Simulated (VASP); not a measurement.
Set up this calculation in VASP 6.6.1, as the native input.

| Item | Value |
| --- | --- |
| Task | band structure |
| Functional | HSE06 |
| Potentials or basis | VASP PAW PBE potentials, release 64 (Pb_d, Se) |
| Cutoff | 520 eV |
| k mesh | 4 × 4 × 4 |
| Occupations | gaussian, width 0.03 eV |
| Spin | spin-orbit coupling, no magnetisation |
| Grid for exact exchange (PRECFOCK) | Fast |
| Screening parameter | 0.2 1/A |
| Further INCAR settings | ALGO = Normal; EDIFF = 1e-07; NBANDS = 34 |

PbSe:

```
Pb Se
1.0
     0.00000    3.05199    3.05199
     3.05199    0.00000    3.05199
     3.05199    3.05199    0.00000
Pb Se
1 1
Direct
  0.00000 0.00000 0.00000
  0.50000 0.50000 0.50000
```

One way to write it, as run:

POSCAR

```
PbSe                                    
1.0
    0.0000000000      3.0519897379      3.0519897379
    3.0519897379      0.0000000000      3.0519897379
    3.0519897379      3.0519897379      0.0000000000
  Pb              Se            
     1     1
Direct
     0.0000000000000000    0.0000000000000000    0.0000000000000000
     0.5000000000000000    0.5000000000000000    0.5000000000000000
```

INCAR.step1

```
PREC = Accurate
ENCUT = 520
EDIFF = 1E-5
ISMEAR = 0
SIGMA = 0.03
LREAL = False
LASPH = True
NELM = 80
ALGO = Normal
ISIF = 2
LWAVE = True
LCHARG = False
LNONCOLLINEAR = True
MAGMOM = 0 0 0 0 0 0
LORBIT = 11
LSORBIT = True
GGA_COMPAT = False
NBANDS = 34
GGA = PE
```

INCAR.step2

```
PREC = Accurate
ENCUT = 520
EDIFF = 1E-7
ISMEAR = 0
SIGMA = 0.03
LREAL = False
LASPH = True
NELM = 80
ALGO = Normal
ISIF = 2
LWAVE = False
LCHARG = False
LNONCOLLINEAR = True
MAGMOM = 0 0 0 0 0 0
LORBIT = 11
LSORBIT = True
GGA_COMPAT = False
GGA = PE
LHFCALC = True
HFSCREEN = 0.2
PRECFOCK = Fast
NBANDS = 34
ISTART = 1
```

KPOINTS

```
regular mesh
0
Gamma
  4 4 4
```

KPOINTS_OPT

```
explicit points
9
Reciprocal
 0.0000000000  0.0000000000  0.0000000000 1
 0.3750000000  0.3750000000  0.7500000000 1
 0.5000000000  0.5000000000  0.5000000000 1
 0.6250000000  0.2500000000  0.6250000000 1
 0.5000000000  0.2500000000  0.7500000000 1
 0.5000000000  0.0000000000  0.5000000000 1
 0.4000000000  0.0000000000  0.4000000000 1
 0.4250000000  0.0000000000  0.4250000000 1
 0.4500000000  0.0000000000  0.4500000000 1
```

Potentials or basis: VASP PAW PBE potentials, release 64 (Pb_d, Se).

The run is started by

```bash
$ cat potpaw_PBE.64/Pb_d/POTCAR potpaw_PBE.64/Se/POTCAR > POTCAR
$ cp INCAR.step1 INCAR
$ mpirun -np 1 vasp_ncl > vasp.out
$ cp INCAR.step2 INCAR
$ mpirun -np 1 vasp_ncl > vasp.out
```

Results of the run:

- Pressure: 1.5 GPa
- Valence electrons inside the program's atomic spheres: Pb 11.87; Se 3.88

Caveat: the k mesh is coarse (spacing up to 0.45 Å⁻¹), so the values aren't converged, least of all with exact exchange; the PAW data sets were made with another functional, which shifts forces and pressure a little.

Wall time 48 min on 1 thread of Intel(R) Xeon(R) Platinum 8559C (Emerald Rapids) (shared host), peak memory 0.41 GiB.
